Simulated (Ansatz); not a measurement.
A film clamped to a substrate in SiO₂

All numbers below come from DFT PBE, scalar-relativistic, plane waves, PAW (Ansatz 0.2.0). Cutoff 420 eV, Γ-centred 6×6×4 k-points, Gaussian smearing of 0.05 eV. No spin polarisation. Energies are free energies at this smearing, counted from the undisturbed cell; pressure is positive in compression.

The undisturbed cell (relaxed at this level; this form isn't the usual structure):

```
Si O
1.0
     5.10538    0.00000    0.00000
    -2.55269    4.42139    0.00000
     0.00000    0.00000    5.58505
Si O
3 6
Cartesian
  -1.2763 2.2107 1.8617
  1.2763 2.2107 3.7234
  2.5527 0.0000 0.0000
  0.9597 3.5017 4.6542
  2.5527 2.5819 2.7925
  3.5123 0.9197 0.9308
  1.5930 0.9197 4.6542
  0.0000 1.8395 2.7925
  -0.9597 3.5017 0.9308
```

The cell (9 atoms, V0 = 126.07 Å³) is strained by p along both x and y and by q along z, fractional coordinates fixed. τp = (1/V0) ∂E/∂p = (σxx + σyy)(1 + p)(1 + q) and τq = (1/V0) ∂E/∂q = σzz(1 + p)², with tension positive.

| p | q | ΔE (meV/atom) | τp (GPa) | τq (GPa) |
| --- | --- | --- | --- | --- |
| 0.000 | 0.000 | 0.00 | -0.02 | -0.01 |
| -0.015 | 0.000 | 7.50 | -11.57 | -4.76 |
| 0.015 | 0.000 | 7.05 | 10.58 | 4.27 |
| 0.000 | -0.015 | 2.24 | -4.66 | -3.38 |
| 0.000 | 0.015 | 2.12 | 4.36 | 3.27 |

Task: Get the second derivatives of the energy density.

Result: Central differences give A = ∂τp/∂p = 739 GPa (C11 + C22 + 2 C12), C = ∂τq/∂q = 222 GPa (C33) and the cross term B = ∂τq/∂p = 301 GPa (C13 + C23); ∂τp/∂q = 300 GPa must equal B, and any difference shows higher-order terms. The ions are clamped.

Task: A film of this crystal grows with z along the normal on a substrate that imposes p. How does its thickness respond, and what does the misfit cost?

Result: Count p and q from the stress-free cell. A free surface needs τq = 0, so q = −(B/C) p = -1.36 p. The energy density left is (A − B²/C) p²/2 = M p², with the biaxial modulus M = 165 GPa; a misfit of 1 % costs 1.44 meV/atom, against 3.23 meV/atom if the thickness were held.

Forces appear on the atoms along this scan, and letting them relax would lower the energy and soften the response.

Relaxing the thickness removes more than half of the misfit energy, because in-plane and normal strain are strongly coupled. In this high-quartz framework every Si–O bond runs obliquely to z, so in-plane tension stretches it and thinning of the film shortens it again. Preserving the bond lengths alone would call for a contraction close to volume-conserving; the distortion of the O–Si–O angles probably holds it to -1.36 p. Compression costs more than equal tension in both directions, as expected from steepening short-range repulsion.

The moduli and the thickness response are far larger than those known for quartz. The real framework takes up strain mainly by rotating nearly rigid tetrahedra about flexible Si–O–Si links, whereas fixed fractional coordinates force the stiff tetrahedra themselves to deform. The values therefore describe the affine part of the elasticity and not a real film, whose Poisson contraction should be much weaker. Whether misfit would drive the framework towards the tilted low-quartz form remains open.
